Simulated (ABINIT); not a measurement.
Crystal: ZrC.

```
Zr C
1.0
     3.39148    0.00000    0.00000
    -1.69574    2.93710    0.00000
     0.00000    0.00000    5.29005
Zr C
2 2
Direct
  0.66667 0.33333 0.75000
  0.33333 0.66667 0.25000
  0.00000 0.00000 0.50000
  0.00000 0.00000 0.00000
```

The cell comes from a database or a generator and needn't be the stable form of this composition.

- Program: ABINIT 10.8.3 (patched build)
- Task: relaxation of cell and atoms
- Functional: r2SCAN
- Potentials or basis: JTH PAW PBE v2.0
- Cutoff: 626 eV
- k mesh: 5 × 5 × 3
- Occupations: fermi-dirac, width 0.05 eV
- Spin: no spin polarisation

At the start: pressure -0.8 GPa; volume 13.17 Å³/atom.

**Question.** How do energy, volume and symmetry change on relaxing?

**Answer.** Over 5 steps the energy falls by 2.2 meV/atom and the volume is 13.13 Å³/atom (-0.3 %); space group P6_3/mmc (No. 194, to 0.05 Å).

Step by step:
```tsv
step	energy change (eV)	largest force (eV/Å)	pressure (GPa)	volume (Å³)
1	0.0000	0.0000	-0.75	52.69
2	-0.0034	0.0000	-0.20	52.57
3	-0.0072	0.0000	-0.32	52.60
4	-0.0097	0.0000	0.19	52.48
5	-0.0089	0.0000	0.01	52.52
```

Final structure:
```cif
data_structure
_symmetry_space_group_name_H-M 'P 1'
_symmetry_Int_Tables_number 1
_cell_length_a 3.3729
_cell_length_b 3.3729
_cell_length_c 5.3310
_cell_angle_alpha 90.000
_cell_angle_beta 90.000
_cell_angle_gamma 120.000
_cell_volume 52.52
loop_
_atom_site_label
_atom_site_type_symbol
_atom_site_fract_x
_atom_site_fract_y
_atom_site_fract_z
_atom_site_occupancy
Zr1 Zr 0.66667 0.33333 0.75000 1
Zr2 Zr 0.33333 0.66667 0.25000 1
C1 C 0.00000 0.00000 0.50000 1
C2 C 0.00000 0.00000 0.00000 1
```

Caveat: the k mesh is coarse (spacing up to 0.43 Å⁻¹), so the values aren't converged; the PAW data sets were made with another functional, which shifts forces and pressure a little.
